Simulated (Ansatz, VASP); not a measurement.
**One calculation of NiO, two programs**

The input INCAR:

```
SYSTEM = NiO
PREC = Accurate
ENCUT = 520
EDIFF = 1E-7
ISMEAR = 0
SIGMA = 0.015
LREAL = .False.
LASPH = .True.
NELM = 120
ALGO = Normal
ISIF = 2
LWAVE = .False.
LCHARG = .True.
ISPIN = 2
MAGMOM = 1 0
LORBIT = 11
LMAXMIX = 4
GGA = PE
LELF = .True.
LVHAR = .True.
NBANDS = 19
```

KPOINTS

```
Automatic mesh
0
Gamma
  11 11 11
  0 0 0
```

The input POSCAR:

```
NiO
1.0
    0.0000000000      2.0859016414      2.0859016414
    2.0859016414      0.0000000000      2.0859016414
    2.0859016414      2.0859016414      0.0000000000
Ni O
1 1
Direct
    0.0000000000      0.0000000000      0.0000000000
    0.5000000000      0.5000000000      0.5000000000
```

input.yaml

```yaml
crystal:
  lattice:
    - [0.0, 2.0859016414, 2.0859016414]
    - [2.0859016414, 0.0, 2.0859016414]
    - [2.0859016414, 2.0859016414, 0.0]
  atoms:
    - { symbol: Ni, position: [0.0, 0.0, 0.0], spin: 1.0 }
    - { symbol: O, position: [0.5, 0.5, 0.5] }
hamiltonian:
  xc: pbe
  pseudopotentials: { kind: paw }
magnetization:
  spin_polarized: true
kpoints:
  mp_grid: { grid: [11, 11, 11] }
scf:
  occupations: { method: gaussian, width: 0.015 }
output:
  forces: true
  stress: true
  eigenvalues: true
  write_density: true
  write_potential: true
  elf: true
  volumetric_format: npy
```

Alike in both runs: task single point; functional PBE; k mesh 11 × 11 × 11; occupations gaussian, width 0.015 eV; collinear spin, ferromagnetic start.

```csv
,VASP,Ansatz
version,VASP 6.6.1,Ansatz 0.2.0
potentials or method,"VASP PAW PBE potentials, release 64 (Ni, O)",Ansatz PAW
plane-wave cutoff (eV),520,420
valence electrons in the cell,16,24
```

```csv
,VASP,Ansatz,Ansatz less VASP
gap on the k mesh at the Fermi level (eV),none,none,-
pressure (GPa),6.1,6.3,+0.20
net moment per atom (μB),0.89,0.90,+0.008
size of the moment on the site where the two differ most (μB),0.28,0.29,+0.017
```

Site moments also hang on the region over which each program counts them. A gap of «none» marks a metal or a gap that the smearing closes. The functional is the same, so the differences come from potentials, cutoffs and numerics. The two sets of potentials don't hold the same shells in valence.

Caveats: a cell with one magnetic atom can't hold antiferromagnetic order, which such compounds often take; semilocal functionals often make such compounds metallic where correlation or magnetic order opens a gap, which also shifts bond lengths; the pressure holds a Pulay correction of +0.7 GPa for the finite cutoff (Ansatz). With open d or f shells a metallic result of PBE can be an artefact of self-interaction; +U or a hybrid may open a gap.
